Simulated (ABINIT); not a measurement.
**CuI in ABINIT: the effect of functional**

The system is CuI.

```
I Cu
1.0
     4.09020    0.00000    0.00000
     0.00000    4.09020    0.00000
     0.00000    0.00000    6.55146
I Cu
2 2
Direct
  0.00000 0.50000 0.74303
  0.50000 0.00000 0.25697
  0.00000 0.00000 0.00000
  0.50000 0.50000 0.00000
```

Measurements of this composition are mostly on another form, of space group No. 216.

Alike in all runs:

- Program: ABINIT 10.8.3 (patched build)
- Task: band structure
- k mesh: 7 × 7 × 4
- Occupations: fermi-dirac, width 0.05 eV
- Spin: no spin polarisation

Question: One run gave: gap on the mesh 2.04 eV; pressure 0.6 GPa; largest force 0.12 eV/Å. Which functional did it use?
A. LDA
B. r2SCAN
C. PBEsol

Answer: B.

| functional | potentials or basis | cutoff | gap on the mesh (eV) | pressure (GPa) | largest force (eV/Å) |
| --- | --- | --- | --- | --- | --- |
| r2SCAN | JTH PAW PBE v2.0 | 844 eV | 2.04 | 0.6 | 0.12 |
| PBEsol | PseudoDojo NC SR PBEsol v0.4.1 standard | 1252 eV | 1.46 | -1.5 | 0.18 |
| LDA | JTH PAW LDA v2.0 | 707 eV | 1.38 | -3.2 | 0.38 |

Caveats: spin-orbit coupling is left out, which moves the levels of the heavy elements; the PAW data sets were made with another functional, which shifts forces and pressure a little (some runs); this functional lacks dispersion, which binds the layers, so the pressure and a relaxed spacing across them are unreliable (some runs).

